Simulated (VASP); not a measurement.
# Tb (Fm-3m) in VASP: further runs

One crystal, Tb, is run at these levels: PBE; tasks: single point.

Program: VASP 6.6.1. These are calculated values, not measurements. Logs are shortened: lines on timing, memory, paths and dates and some standing lists are left out, and cuts for length are marked.

### Step 1. The structure

Symmetry: Fm-3m, No. 225, cubic system. Conventional cell: a = 5.040 Å, b = 5.040 Å, c = 5.040 Å, α = 90.00°, β = 90.00°, γ = 90.00°. Tb (site symmetry m-3m) is surrounded by 12 Tb at 3.56 Å.

This isn't the form of Tb at room conditions, which is hcp.

### Step 2. Single point, PBE, collinear spin, ferromagnetic start

The input, INCAR:

```
SYSTEM = Tb
PREC = Accurate
ENCUT = 520
EDIFF = 1E-7
ISMEAR = 0
SIGMA = 0.02
LREAL = .False.
LASPH = .True.
NELM = 150
ALGO = Normal
ISIF = 2
LWAVE = .False.
LCHARG = .True.
ISPIN = 2
MAGMOM = 6
LORBIT = 11
LMAXMIX = 6
GGA = PE
LELF = .True.
LVHAR = .True.
```

The input, KPOINTS:

```
Automatic mesh
0
Gamma
  9 9 9
  0 0 0
```

The input, POSCAR:

```
Tb
1.0
    0.0000000000      2.5199650902      2.5199650902
    2.5199650902      0.0000000000      2.5199650902
    2.5199650902      2.5199650902      0.0000000000
Tb
1
Cartesian
    0.0000000000      0.0000000000      0.0000000000
```

Potentials or basis: VASP PAW PBE potentials, release 64 (Tb_3), 4f in core.

Started as:

```bash
> cat potpaw_PBE.64/Tb_3/POTCAR > POTCAR
> mpirun -np 1 vasp_std > vasp.out
```

OUTCAR:

```text
SYSTEM = Tb
   PREC = Accurate
   ENCUT = 520
   EDIFF = 1E-7
   ISMEAR = 0
   LREAL = .False.
   LASPH = .True.
   NELM = 150
   ISIF = 2
   ISPIN = 2
   LORBIT = 11
   GGA = PE

 ion  position               nearest neighbor table
   1  0.000  0.000  0.000-

  LATTYP: Found a face centered cubic cell.
 ALAT       =     5.0399301804

  Lattice vectors:

 A1 = (   0.0000000000,   2.5199650902,   2.5199650902)
 A2 = (   2.5199650902,   0.0000000000,   2.5199650902)
 A3 = (   2.5199650902,   2.5199650902,   0.0000000000)

Analysis of symmetry for initial positions (statically):
=====================================================================
 Subroutine PRICEL returns:
 Original cell was already a primitive cell.

 Routine SETGRP: Setting up the symmetry group for a
 face centered cubic supercell.

 Subroutine GETGRP returns: Found 48 space group operations
 (whereof 48 operations were pure point group operations)
 out of a pool of 48 trial point group operations.

The static configuration has the point symmetry O_h .

Analysis of symmetry for dynamics (positions and initial velocities):
=====================================================================
 Subroutine PRICEL returns:
 Original cell was already a primitive cell.

 Routine SETGRP: Setting up the symmetry group for a
 face centered cubic supercell.

 Subroutine GETGRP returns: Found 48 space group operations
 (whereof 48 operations were pure point group operations)
 out of a pool of 48 trial point group operations.

The dynamic configuration has the point symmetry O_h .

Analysis of structural, dynamic, and magnetic symmetry:
=====================================================================
 Subroutine PRICEL returns:
 Original cell was already a primitive cell.

 Routine SETGRP: Setting up the symmetry group for a
 face centered cubic supercell.

 Subroutine GETGRP returns: Found 48 space group operations
 (whereof 48 operations were pure point group operations)
 out of a pool of 48 trial point group operations.

The overall configuration has the point symmetry O_h .

 Subroutine INISYM returns: Found 48 space group operations
 (whereof 48 operations are pure point group operations),
 and found     1 'primitive' translations

----------------------------------------------------------------------------------------

                                     Primitive cell

  volume of cell :      32.0047

  direct lattice vectors                    reciprocal lattice vectors
     0.000000000  2.519965090  2.519965090    -0.198415447  0.198415447  0.198415447
     2.519965090  0.000000000  2.519965090     0.198415447 -0.198415447  0.198415447
     2.519965090  2.519965090  0.000000000     0.198415447  0.198415447 -0.198415447

  length of vectors
     3.563768807  3.563768807  3.563768807     0.343665635  0.343665635  0.343665635

  position of ions in fractional coordinates (direct lattice)
     0.000000000  0.000000000  0.000000000

  ion indices of the primitive-cell ions
   primitive index   ion index
                 1           1

----------------------------------------------------------------------------------------

 KPOINTS: Automatic mesh

Automatic generation of k-mesh.
 Grid dimensions read from file:
 generate k-points for:    9    9    9

 Generating k-lattice:

  Cartesian coordinates                     Fractional coordinates (reciprocal lattice)
    -0.022046161  0.022046161  0.022046161     0.111111111  0.000000000  0.000000000
     0.022046161 -0.022046161  0.022046161     0.000000000  0.111111111  0.000000000
     0.022046161  0.022046161 -0.022046161     0.000000000  0.000000000  0.111111111

  Length of vectors
     0.038185071  0.038185071  0.038185071

  Shift w.r.t. Gamma in fractional coordinates (k-lattice)
     0.000000000  0.000000000  0.000000000

 Subroutine IBZKPT returns following result:
 ===========================================

 Found     35 irreducible k-points:

 Following reciprocal coordinates:
            Coordinates               Weight
  0.000000  0.000000  0.000000      1.000000
  0.111111  0.000000  0.000000      8.000000
  0.222222  0.000000  0.000000      8.000000
  0.333333  0.000000  0.000000      8.000000
  0.444444  0.000000  0.000000      8.000000
  0.111111  0.111111  0.000000      6.000000
[... 16 lines left out ...]
 -0.333333  0.333333  0.000000     12.000000
  0.444444  0.444444  0.000000      6.000000
 [... further k-points ...]
   k-points           NKPTS =     35   k-points in BZ     NKDIM =     35   number of bands    NBANDS=     11
   number of dos      NEDOS =    301   number of ions     NIONS =      1
   total plane-waves  NPLWV =  21952
   dimension x,y,z NGX =    28 NGY =   28 NGZ =   28
   dimension x,y,z NGXF=    56 NGYF=   56 NGZF=   56
   ions per type =               1
   NGX,Y,Z   is equivalent  to a cutoff of  13.06, 13.06, 13.06 a.u.
   NGXF,Y,Z  is equivalent  to a cutoff of  26.12, 26.12, 26.12 a.u.
 SYSTEM =  Tb
   PREC   = accura    normal or accurate (medium, high low for compatibility)
   ISTART =      0    job   : 0-new  1-cont  2-samecut
   ICHARG =      2    charge: 1-file 2-atom 10-const
   ISPIN  =      2    spin polarized calculation?
   LNONCOLLINEAR =      F non collinear calculations
   LSORBIT =      F    spin-orbit coupling
   LASPH  =      T    aspherical Exc in radial PAW
   ENCUT  =  520.0 eV  38.22 Ry    6.18 a.u.   6.63  6.63  6.63*2*pi/ulx,y,z
   NELM   =    150;   NELMIN=  2; NELMDL= -5     # of ELM steps
   EDIFF  = 0.1E-06   stopping-criterion for ELM
   LREAL  =      F    real-space projection
   EDIFFG = 0.1E-05   stopping-criterion for IOM
   NSW    =      0    number of steps for IOM
   IBRION =     -1    ionic relax: 0-MD 1-quasi-New 2-CG
   NFREE  =      0    steps in history (QN), initial steepest desc. (CG)
   ISIF   =      2    stress and relaxation
   ISYM   =      2    0-nonsym 1-usesym 2-fastsym
   POTIM  = 0.5000    time-step for ionic-motion
   TEBEG  =    0.0;   TEEND  =   0.0 temperature during run
   PSTRESS=    0.0 pullay stress
   NELECT =       9.0000    total number of electrons
   NUPDOWN=      -1.0000    fix difference up-down
   EMIN   =  10.00;   EMAX   =-10.00  energy-range for DOS
   EFERMI =   0.00;   METHOD = LEGACY
   ISMEAR =     0;   SIGMA  =   0.02  broadening in eV -4-tet -1-fermi 0-gaus
   EFERMI_NEDOS =   21; number of points for ismear=-14 and -15
   IALGO  =     38    algorithm
   IMIX   =      4    mixing-type and parameters
     AMIX     =   0.40;   BMIX     =  1.00
     AMIX_MAG =   1.60;   BMIX_MAG =  1.00
  volume/ion in A,a.u.               =      32.00       215.98
  Fermi-wavevector in a.u.,A,eV,Ry     =   1.072551  2.026827 15.651665  1.150365
  Thomas-Fermi vector in A             =   2.208324
   LORBIT       =     11    0 simple, 1 ext, 2 COOP (PROOUT), +10 PAW based schemes
   GGA     = PE    functional components
   LHFCALC =     F    Hartree Fock is set to
   AEXX    =    0.0000 exact exchange contribution
   IVDW    =     0    specifies the selected vdW correction
   LEPSILON=     F    determine dielectric tensor
   LRPA    =     F    only Hartree local field effects (RPA)
 spin polarized calculation
 Gauss-broadening in eV      SIGMA  =   0.02
  energy-cutoff  :      520.00
  volume of cell :       32.00
 maximum number of plane-waves:       889
   NGX = 13   NGY = 13   NGZ = 13

 number of electron       9.0000001 magnetization      -0.0336692

 number of electron       9.0000001 magnetization       0.1065242

 Free energy of the ion-electron system (eV)
  ---------------------------------------------------
  ext. energy  EPLUGINS =         0.00000000
  ---------------------------------------------------
  free energy    TOTEN  =        -4.54936232 eV

  energy without entropy =       -4.54895625  energy(sigma->0) =       -4.54915928

 E-fermi :   3.3568     XC(G=0):  -9.8343

 val. band max:        3.3366229907   @ k =  -0.4444   0.2222   0.1111
 cond. band min:       3.3585746454   @ k =  -0.2222   0.3333   0.1111
 fundamental gap:      0.0219516547
 Fermi energy:         3.3567623589

 spin component 1

 k-point     1 :       0.0000    0.0000    0.0000
  band No.  band energies     occupation
      1     -18.9538      1.00000
      2     -18.9538      1.00000
      3     -18.9538      1.00000
      4      -1.7374      1.00000
      5       5.0623      0.00000
      6       5.0623      0.00000
      7       5.0623      0.00000
      8       7.3790      0.00000
      9       7.3790      0.00000
     10      12.3294      0.00000
     11      14.1541      0.00000

 k-point     2 :       0.1111    0.0000    0.0000
  band No.  band energies     occupation
      1     -19.0449      1.00000
      2     -18.9652      1.00000
      3     -18.9652      1.00000
      4      -1.3969      1.00000
      5       4.7105      0.00000
      6       5.2160      0.00000
      7       5.2160      0.00000
      8       7.2042      0.00000
      9       7.2042      0.00000
     10      13.0667      0.00000
     11      14.1541      0.00000

 k-point     3 :       0.2222    0.0000    0.0000
  band No.  band energies     occupation
      1     -19.2679      1.00000
      2     -18.9938      1.00000
      3     -18.9938      1.00000
      4      -0.5066      1.00000
      5       4.0949      0.00000
      6       5.3716      0.00000
      7       5.3716      0.00000
      8       7.2064      0.00000
      9       7.2064      0.00000
     10      12.7728      0.00000
     11      14.1541      0.00000
[... 267 lines left out ...]
 k-point    23 :      -0.3333    0.3333    0.0000
  band No.  band energies     occupation
      1     -19.4460      1.00000
      2     -19.4398      1.00000
      3     -19.1242      1.00000
      4       2.5012      1.00000
      5       2.8226      1.00000
      6       4.1004      0.00000
      7       6.5557      0.00000
      8       8.2503      0.00000
      9       9.1515      0.00000
     10      13.0843      0.00000
     11      13.4209      0.00000

 k-point    24 :       0.4444    0.4444    0.0000
  band No.  band energies     occupation
      1     -19.6163      1.00000
      2     -19.2064      1.00000
      3     -19.2064      1.00000
      4       1.2403      1.00000
      5       2.2069      1.00000
      6       5.6551      0.00000
      7       9.0870      0.00000
      8       9.1607      0.00000
      9       9.1607      0.00000
     10      12.2356      0.00000
     11      12.2356      0.00000

 [... further k-points ...]

 spin component 2

 k-point     1 :       0.0000    0.0000    0.0000
  band No.  band energies     occupation
      1     -18.9299      1.00000
      2     -18.9299      1.00000
      3     -18.9299      1.00000
      4      -1.6417      1.00000
      5       5.1086      0.00000
      6       5.1086      0.00000
      7       5.1086      0.00000
      8       7.4277      0.00000
      9       7.4277      0.00000
     10      12.3995      0.00000
     11      14.1748      0.00000

 k-point     2 :       0.1111    0.0000    0.0000
  band No.  band energies     occupation
      1     -19.0204      1.00000
      2     -18.9412      1.00000
      3     -18.9412      1.00000
      4      -1.3016      1.00000
      5       4.7599      0.00000
      6       5.2624      0.00000
      7       5.2624      0.00000
      8       7.2558      0.00000
      9       7.2558      0.00000
     10      13.1369      0.00000
     11      14.1748      0.00000

 k-point     3 :       0.2222    0.0000    0.0000
  band No.  band energies     occupation
      1     -19.2423      1.00000
      2     -18.9697      1.00000
      3     -18.9697      1.00000
      4      -0.4134      1.00000
      5       4.1528      0.00000
      6       5.4222      0.00000
      7       5.4222      0.00000
      8       7.2582      0.00000
      9       7.2582      0.00000
     10      12.8980      0.00000
     11      14.1748      0.00000
[... 267 lines left out ...]
 k-point    23 :      -0.3333    0.3333    0.0000
  band No.  band energies     occupation
      1     -19.4197      1.00000
      2     -19.4139      1.00000
      3     -19.0997      1.00000
      4       2.5739      1.00000
      5       2.9180      1.00000
      6       4.1629      0.00000
      7       6.6217      0.00000
      8       8.2860      0.00000
      9       9.2174      0.00000
     10      13.1356      0.00000
     11      13.4879      0.00000

 k-point    24 :       0.4444    0.4444    0.0000
  band No.  band energies     occupation
      1     -19.5896      1.00000
      2     -19.1815      1.00000
      3     -19.1815      1.00000
      4       1.3431      1.00000
      5       2.2613      1.00000
      6       5.7342      0.00000
      7       9.1316      0.00000
      8       9.1998      0.00000
      9       9.1998      0.00000
     10      12.3216      0.00000
     11      12.3216      0.00000

 [... further k-points ...]
[... 5 lines left out ...]
  --------------------------------------------------------------------------------------
  -------------------------------------------------------------------------------------
  Total       -0.0040343     -0.0040343     -0.0040343      0.0000000      0.0000000     -0.0000000
  in kB       -0.2019585     -0.2019585     -0.2019585      0.0000000      0.0000000     -0.0000000
  external PRESSURE =      -0.2019585 kB  Pullay stress =       0.0000000 kB

 VOLUME and BASIS-vectors are now :
 -----------------------------------------------------------------------------
  energy-cutoff  :      520.00
  volume of cell :       32.00
      direct lattice vectors                 reciprocal lattice vectors
     0.000000000  2.519965090  2.519965090    -0.198415447  0.198415447  0.198415447
     2.519965090  0.000000000  2.519965090     0.198415447 -0.198415447  0.198415447
     2.519965090  2.519965090  0.000000000     0.198415447  0.198415447 -0.198415447

 POSITION                                       TOTAL-FORCE (eV/Angst)
 -----------------------------------------------------------------------------------
      0.00000      0.00000      0.00000         0.000000      0.000000      0.000000
 -----------------------------------------------------------------------------------
    total drift:                               -0.000000     -0.000000     -0.000000

  FREE ENERGIE OF THE ION-ELECTRON SYSTEM (eV)
  ---------------------------------------------------
  free  energy   TOTEN  =        -4.5493623151 eV

  energy  without entropy=       -4.5489562487  energy(sigma->0) =       -4.54915928

 total charge

# of ion       s       p       d       tot
------------------------------------------
    1        0.399   6.286   1.131   7.816

 magnetization (x)

# of ion       s       p       d       tot
------------------------------------------
    1       -0.000   0.023   0.047   0.070
```

It took 42 s on 1 thread of Intel Xeon Platinum 8488C (Sapphire Rapids), shared host; peak memory 0.18 GiB.

Results:

```
Free energy                                           : -4.5494 eV
Pressure                                              : 0.0 GPa
Band gap on the k mesh                                : none (metal or under the smearing width)
Net moment                                            : 0.11 μB per cell
Site moments                                          : Tb +0.07 μB
Valence electrons inside the program's atomic spheres : Tb 7.82
```

Caveat: the magnetic or orbital state may not be the lowest; spin-orbit coupling is left out, which moves the levels of the heavy elements; the 4f electrons are frozen in the core as for a trivalent ion, so they carry no moment and show no levels. The state reached can hang on the start; a lower one may exist.

(Part 1 of 2 ends here.)
